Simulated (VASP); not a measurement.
# Re (Fm-3m) in VASP: notebook

One crystal, Re, is run at these levels: PBEsol; tasks: single point, relaxation of cell and atoms.

Everything below comes from runs of VASP 6.6.1. Logs are shortened: lines on timing, memory, paths and dates and some standing lists are left out, and cuts for length are marked.

### 1 Starting point

The structure is cubic, space group Fm-3m (No. 225). The conventional cell has a = 3.881 Å, b = 3.881 Å, c = 3.881 Å, α = 90.00°, β = 90.00°, γ = 90.00°. Re (site symmetry m-3m) is surrounded by 12 Re at 2.74 Å.

This isn't the form of Re at room conditions, which is hcp.

### 2 Single point, PBEsol

Contents of INCAR:

```
SYSTEM = Re
ALGO = Normal
EDIFF = 1E-7
ENCUT = 520
GGA = PS
ISIF = 2
ISMEAR = 0
LASPH = .TRUE.
LCHARG = .TRUE.
LELF = .TRUE.
LREAL = .FALSE.
LVHAR = .TRUE.
LWAVE = .FALSE.
NBANDS = 10
NELM = 100
PREC = Accurate
SIGMA = 0.1
```

Contents of KPOINTS:

```
k-points
0
G
  18 18 18
  0 0 0
```

Contents of POSCAR:

```
Re
1.0
    0.0000000000      1.9402774915      1.9402774915
    1.9402774915      0.0000000000      1.9402774915
    1.9402774915      1.9402774915      0.0000000000
Re
1
Direct
    0.0000000000      0.0000000000      0.0000000000
```

Potentials or basis: VASP PAW PBE potentials, release 64 (Re).

Started as:

```sh
cat potpaw_PBE.64/Re/POTCAR > POTCAR
mpirun -np 1 vasp_std > vasp.out
```

OUTCAR:

```text
SYSTEM = Re
   EDIFF = 1E-7
   ENCUT = 520
   GGA = PS
   ISIF = 2
   ISMEAR = 0
   LASPH = .TRUE.
   LREAL = .FALSE.
   NELM = 100
   PREC = Accurate

 ion  position               nearest neighbor table
   1  0.000  0.000  0.000-

  LATTYP: Found a face centered cubic cell.
 ALAT       =     3.8805549830

  Lattice vectors:

 A1 = (   0.0000000000,   1.9402774915,   1.9402774915)
 A2 = (   1.9402774915,   0.0000000000,   1.9402774915)
 A3 = (   1.9402774915,   1.9402774915,   0.0000000000)

Analysis of symmetry for initial positions (statically):
=====================================================================
 Subroutine PRICEL returns:
 Original cell was already a primitive cell.

 Routine SETGRP: Setting up the symmetry group for a
 face centered cubic supercell.

 Subroutine GETGRP returns: Found 48 space group operations
 (whereof 48 operations were pure point group operations)
 out of a pool of 48 trial point group operations.

The static configuration has the point symmetry O_h .

Analysis of symmetry for dynamics (positions and initial velocities):
=====================================================================
 Subroutine PRICEL returns:
 Original cell was already a primitive cell.

 Routine SETGRP: Setting up the symmetry group for a
 face centered cubic supercell.

 Subroutine GETGRP returns: Found 48 space group operations
 (whereof 48 operations were pure point group operations)
 out of a pool of 48 trial point group operations.

The dynamic configuration has the point symmetry O_h .

 Subroutine INISYM returns: Found 48 space group operations
 (whereof 48 operations are pure point group operations),
 and found     1 'primitive' translations

----------------------------------------------------------------------------------------

                                     Primitive cell

  volume of cell :      14.6090

  direct lattice vectors                    reciprocal lattice vectors
     0.000000000  1.940277492  1.940277492    -0.257695099  0.257695099  0.257695099
     1.940277492  0.000000000  1.940277492     0.257695099 -0.257695099  0.257695099
     1.940277492  1.940277492  0.000000000     0.257695099  0.257695099 -0.257695099

  length of vectors
     2.743966743  2.743966743  2.743966743     0.446341004  0.446341004  0.446341004

  position of ions in fractional coordinates (direct lattice)
     0.000000000  0.000000000  0.000000000

  ion indices of the primitive-cell ions
[... 79 lines left out ...]
   NFREE  =      0    steps in history (QN), initial steepest desc. (CG)
   ISIF   =      2    stress and relaxation
   ISYM   =      2    0-nonsym 1-usesym 2-fastsym
   POTIM  = 0.5000    time-step for ionic-motion
   TEBEG  =    0.0;   TEEND  =   0.0 temperature during run
   PSTRESS=    0.0 pullay stress
   NELECT =       7.0000    total number of electrons
   NUPDOWN=      -1.0000    fix difference up-down
   EMIN   =  10.00;   EMAX   =-10.00  energy-range for DOS
   EFERMI =   0.00;   METHOD = LEGACY
   ISMEAR =     0;   SIGMA  =   0.10  broadening in eV -4-tet -1-fermi 0-gaus
   EFERMI_NEDOS =   21; number of points for ismear=-14 and -15
   IALGO  =     38    algorithm
   IMIX   =      4    mixing-type and parameters
     AMIX     =   0.40;   BMIX     =  1.00
     AMIX_MAG =   1.60;   BMIX_MAG =  1.00
  volume/ion in A,a.u.               =      14.61        98.59
  Fermi-wavevector in a.u.,A,eV,Ry     =   1.281053  2.420839 22.328467  1.641096
  Thomas-Fermi vector in A             =   2.413445
   LORBIT       =      0    0 simple, 1 ext, 2 COOP (PROOUT), +10 PAW based schemes
   GGA     = PS    functional components
   LHFCALC =     F    Hartree Fock is set to
   AEXX    =    0.0000 exact exchange contribution
   IVDW    =     0    specifies the selected vdW correction
   LEPSILON=     F    determine dielectric tensor
   LRPA    =     F    only Hartree local field effects (RPA)
 non-spin polarized calculation
 Gauss-broadening in eV      SIGMA  =   0.10
  energy-cutoff  :      520.00
  volume of cell :       14.61
 maximum number of plane-waves:       411
   NGX = 11   NGY = 11   NGZ = 11

 number of electron       7.0000001 magnetization

 Free energy of the ion-electron system (eV)
  ---------------------------------------------------
  ext. energy  EPLUGINS =         0.00000000
  ---------------------------------------------------
  free energy    TOTEN  =       -13.30229688 eV

  energy without entropy =      -13.29801712  energy(sigma->0) =      -13.30015700

 E-fermi :   8.0666     XC(G=0): -13.8601

 val. band max:        8.0573828377   @ k =  -0.3889   0.4444   0.0556
 cond. band min:       8.0979299367   @ k =  -0.3333   0.2778   0.0000
 fundamental gap:      0.0405470989
 Fermi energy:         8.0666048509

 k-point     1 :       0.0000    0.0000    0.0000
  band No.  band energies     occupation
      1      -2.1383      2.00000
      2       6.1347      2.00000
      3       6.1347      2.00000
      4       6.1347      2.00000
      5       9.3578      0.00000
      6       9.3578      0.00000
      7      22.0367      0.00000
      8      27.7087      0.00000
      9      27.7087      0.00000
     10      27.7087      0.00000
[... 287 lines left out ...]
 k-point    24 :      -0.2222    0.0556    0.0000
  band No.  band energies     occupation
      1       0.1906      2.00000
      2       5.1658      2.00000
      3       6.5987      2.00000
      4       6.7346      2.00000
      5       8.9173      0.00000
      6       9.9857      0.00000
      7      22.4373      0.00000
      8      25.9785      0.00000
      9      30.7044      0.00000
     10      32.0135      0.00000

 [... further k-points ...]

------------------------ aborting loop because EDIFF is reached ----------------------------------------

  FORCE on cell =-STRESS in cart. coord.  units (eV):
  Direction    XX          YY          ZZ          XY          YZ          ZX
  --------------------------------------------------------------------------------------
  -------------------------------------------------------------------------------------
  Total       -0.0054050     -0.0054050     -0.0054050      0.0000000      0.0000000      0.0000000
  in kB       -0.5927718     -0.5927718     -0.5927718      0.0000000      0.0000000      0.0000000
  external PRESSURE =      -0.5927718 kB  Pullay stress =       0.0000000 kB

 VOLUME and BASIS-vectors are now :
 -----------------------------------------------------------------------------
  energy-cutoff  :      520.00
  volume of cell :       14.61
      direct lattice vectors                 reciprocal lattice vectors
     0.000000000  1.940277492  1.940277492    -0.257695099  0.257695099  0.257695099
     1.940277492  0.000000000  1.940277492     0.257695099 -0.257695099  0.257695099
     1.940277492  1.940277492  0.000000000     0.257695099  0.257695099 -0.257695099

 POSITION                                       TOTAL-FORCE (eV/Angst)
 -----------------------------------------------------------------------------------
      0.00000      0.00000      0.00000         0.000000      0.000000      0.000000
 -----------------------------------------------------------------------------------
    total drift:                                0.000000     -0.000000     -0.000000

  FREE ENERGIE OF THE ION-ELECTRON SYSTEM (eV)
  ---------------------------------------------------
  free  energy   TOTEN  =       -13.3022968805 eV

  energy  without entropy=      -13.2980171171  energy(sigma->0) =      -13.30015700
```

OSZICAR:

```text
N       E                     dE             d eps       ncg     rms          rms(c)
DAV:   1     0.526208995497E+01    0.52621E+01   -0.34502E+03  6156   0.782E+02
DAV:   2    -0.136051558982E+02   -0.18867E+02   -0.17153E+02  6052   0.167E+02
DAV:   3    -0.140578659796E+02   -0.45271E+00   -0.42617E+00  6432   0.426E+01
DAV:   4    -0.140600073473E+02   -0.21414E-02   -0.21402E-02  6272   0.134E+00
DAV:   5    -0.140600105258E+02   -0.31785E-05   -0.31781E-05  5688   0.291E-02    0.318E+01
DAV:   6    -0.135047523185E+02    0.55526E+00   -0.45220E-01  6148   0.174E+01    0.132E+01
DAV:   7    -0.133088990134E+02    0.19585E+00   -0.35564E-01  6210   0.147E+01    0.680E-01
DAV:   8    -0.133028107691E+02    0.60882E-02   -0.28283E-03  5832   0.405E-01    0.115E-01
DAV:   9    -0.133022922610E+02    0.51851E-03   -0.34992E-04  5658   0.152E-01    0.269E-02
DAV:  10    -0.133022968579E+02   -0.45969E-05   -0.20370E-05  5118   0.509E-02    0.451E-03
DAV:  11    -0.133022969852E+02   -0.12732E-06   -0.35360E-07  4730   0.102E-02    0.156E-03
DAV:  12    -0.133022968775E+02    0.10777E-06   -0.34076E-08  3088   0.579E-03    0.370E-04
DAV:  13    -0.133022968805E+02   -0.30614E-08   -0.32158E-09  2526   0.580E-04
   1 F= -.13302297E+02 E0= -.13300157E+02  d E =-.427976E-02
```

Run time: 30 s. Hardware: 1 thread of Intel Xeon Platinum 8259CL at 2.50GHz (Skylake/Cascade Lake), shared host; peak memory 0.14 GiB.

Results:

```yaml
Free_energy: -13.3023 eV
Pressure: -0.1 GPa
Band_gap_on_the_k_mesh: none (metal or under the smearing width)
```

Caveat: the PAW data sets were made with another functional, which shifts forces and pressure a little.

### 3 Relaxation of cell and atoms, PBEsol

Contents of INCAR:

```
ALGO     = Normal         # electronic algorithm
EDIFF    = 1E-6           # SCF threshold, eV
EDIFFG   = -0.005         # ionic threshold
ENCUT    = 600            # plane-wave cutoff, eV
GGA      = PS             # functional
IBRION   = 2              # ionic algorithm
ISIF     = 3              # what is computed and relaxed
ISMEAR   = 0              # smearing method
LASPH    = True           # aspherical terms in the spheres
LCHARG   = False          # write CHGCAR
LREAL    = False          # projectors in reciprocal space
LWAVE    = False          # write WAVECAR
NELM     = 80             # most SCF steps
NSW      = 100            # ionic steps
PREC     = Accurate       # precision mode
SIGMA    = 0.1            # smearing width, eV
```

Contents of KPOINTS:

```
k-points
0
Gamma
  18 18 18
```

Contents of POSCAR:

```
Re
1.0
    0.0000000000      1.9390740229      1.9390740229
    1.9390740229      0.0000000000      1.9390740229
    1.9390740229      1.9390740229      0.0000000000
Re
1
Direct
    0.0000000000      0.0000000000      0.0000000000
```

Potentials or basis: VASP PAW PBE potentials, release 64 (Re).

Started as:

```sh
cat potpaw_PBE.64/Re/POTCAR > POTCAR
mpirun -np 1 vasp_std > vasp.out
```

Wall time 34 s (1 thread of Intel Xeon Platinum 8259CL at 2.50GHz (Skylake/Cascade Lake), shared host); peak memory 0.16 GiB.

Results (log left out):

| Item | Value |
| --- | --- |
| Free energy | -13.3031 eV |
| Relaxed volume | 14.61 Å³/atom |
| Relaxed cell | a = 2.744 Å, b = 2.744 Å, c = 2.744 Å, α = 60.00°, β = 60.00°, γ = 60.00° |
| Space group after relaxing (to 0.05 Å) | Fm-3m (No. 225) |
| Energy gained by relaxing | 0.1 meV/atom |
| Ionic steps | 3 |
| Pressure after relaxing | 0.0 GPa |
| Band gap on the k mesh | none (metal or under the smearing width) |

Final structure:
```
CELL_PARAMETERS angstrom
0.00000 1.94034 1.94034
1.94034 0.00000 1.94034
1.94034 1.94034 0.00000
ATOMIC_POSITIONS crystal
Re 0.00000 0.00000 0.00000
```

Levels at points of the mesh, in eV from the Fermi level:
| k point | band 1 | band 2 | band 3 | band 4 | band 5 | band 6 | band 7 |
| --- | --- | --- | --- | --- | --- | --- | --- |
| (0.00, 0.00, 0.00) | -10.20 | -1.93 | -1.93 | -1.93 | 1.29 | 1.29 | 13.97 |
| (0.50, 0.00, 0.00) | -6.94 | -2.15 | -2.15 | 0.24 | 3.89 | 3.89 | 10.07 |
| (0.50, 0.50, 0.00) | -6.91 | -6.02 | 2.85 | 3.83 | 4.65 | 4.65 | 12.35 |

Caveat: the PAW data sets were made with another functional, which shifts forces and pressure a little.

### 4 Single point, PBEsol (bulk in the cell of the (1 1 1) plane)

Contents of INCAR:

```
  PREC = Accurate
  ENCUT = 520
  EDIFF = 1E-6
  ISMEAR = 0
  SIGMA = 0.1
  LREAL = False
  LASPH = True
  NELM = 80
  ALGO = Normal
  ISIF = 2
  LWAVE = False
  LCHARG = True
  GGA = PS
  LELF = True
  LVHAR = True
  NBANDS = 10
```

Contents of KPOINTS:

```
Automatic mesh
0
Gamma
  15 15 15
```

Contents of POSCAR:

```
Re
1.0
    2.7439667432      0.0000000000      0.0000000000
   -1.3719833716      2.3763449068      0.0000000000
    1.3719833716      0.7921149689      2.2404394640
Re
1
Direct
    0.0000000000      0.0000000000      0.0000000000
```

Started as:

```sh
cat potpaw_PBE.64/Re/POTCAR > POTCAR
mpirun -np 1 vasp_std > vasp.out
```

It took 20 s on 1 thread of Intel Xeon Platinum 8259CL at 2.50GHz (Skylake/Cascade Lake), shared host; peak memory 0.14 GiB.

Results (log left out):

* Free energy: -13.3050 eV
* Pressure: -0.1 GPa
* Band gap on the k mesh: none (metal or under the smearing width)

Levels at points of the mesh, in eV from the Fermi level:
```tsv
k point	band 2	band 3	band 4	band 5	band 6	band 7
(0.00, 0.00, 0.00)	-1.90	-1.90	-1.90	1.32	1.32	14.00
```

Caveat: the PAW data sets were made with another functional, which shifts forces and pressure a little. The run has no spin-orbit coupling, so splittings on Re are missing.

### 5 Single point, PBEsol

This run uses another cell than the first one, of 15.41 Å³/atom, 1.055 times its volume.

Contents of INCAR:

```
ALGO = Normal
EDIFF = 1E-7
ENCUT = 520
GGA = PS
ISIF = 2
ISMEAR = 0
LASPH = True
LCHARG = True
LELF = True
LREAL = False
LVHAR = True
LWAVE = False
NBANDS = 10
NELM = 60
PREC = Accurate
SIGMA = 0.1
```

Contents of KPOINTS:

```
k-points
0
Gamma
  8 8 8
```

Contents of POSCAR:

```
Re
1.0
    0.0000000000      1.9750000000      1.9750000000
    1.9750000000      0.0000000000      1.9750000000
    1.9750000000      1.9750000000      0.0000000000
Re
1
Direct
    0.0000000000      0.0000000000      0.0000000000
```

Started as:

```sh
cat potpaw_PBE.64/Re/POTCAR > POTCAR
mpirun -np 1 vasp_std > vasp.out
```

Wall time 9.1 s (1 thread of Intel Xeon Platinum 8259CL at 2.50GHz (Skylake/Cascade Lake), shared host); peak memory 0.14 GiB.

The run converged. Its results:

```
Free energy            : -13.2288 eV
Pressure               : -19.2 GPa
Band gap on the k mesh : none (metal or under the smearing width)
```

Levels at points of the mesh, in eV from the Fermi level:
```
           k point  band 1  band 2  band 3  band 4  band 5  band 6  band 7  band 8  band 9
(0.00, 0.00, 0.00)  -10.01   -1.96   -1.96   -1.96    1.02    1.02   13.72   19.11   19.11
(0.50, 0.00, 0.00)   -6.74   -2.15   -2.15   -0.02    3.41    3.41    9.13   13.21   19.42
(0.50, 0.50, 0.00)   -6.61   -5.77    2.44    3.36    4.10    4.10   11.74   11.74   12.02
```

Caveat: so large a pressure means that the cell lies far from this level's equilibrium, or that cutoff or potentials fall short; the potentials were made for another functional, which shifts forces and pressure. The run has no spin-orbit coupling, so splittings on Re are missing.

### 6 The runs side by side

| task | cell | k mesh | cutoff (eV) | gap on the mesh (eV) | pressure (GPa) |
| --- | --- | --- | --- | --- | --- |
| single point | Fm-3m, 14.61 Å³/atom | 18 × 18 × 18 | 520 | none | -0.1 |
| relaxation of cell and atoms | relaxed | 18 × 18 × 18 | 600 | none | 0.0 |
| single point | bulk in the cell of the (1 1 1) plane | 15 × 15 × 15 | 520 | none | -0.1 |
| single point | Fm-3m, 15.41 Å³/atom | 8 × 8 × 8 | 520 | none | -19.2 |

Alike in all rows: level PBEsol; potentials or basis VASP PAW PBE potentials, release 64 (Re); no spin polarisation; smearing gaussian 0.1 eV.

Caveats: the PAW data sets were made with another functional, which shifts forces and pressure a little (some runs); so large a pressure means that the cell lies far from this level's equilibrium, or that cutoff or potentials fall short (some runs); the potentials were made for another functional, which shifts forces and pressure (some runs).

Absolute energies hang on the potentials; compare differences alone.
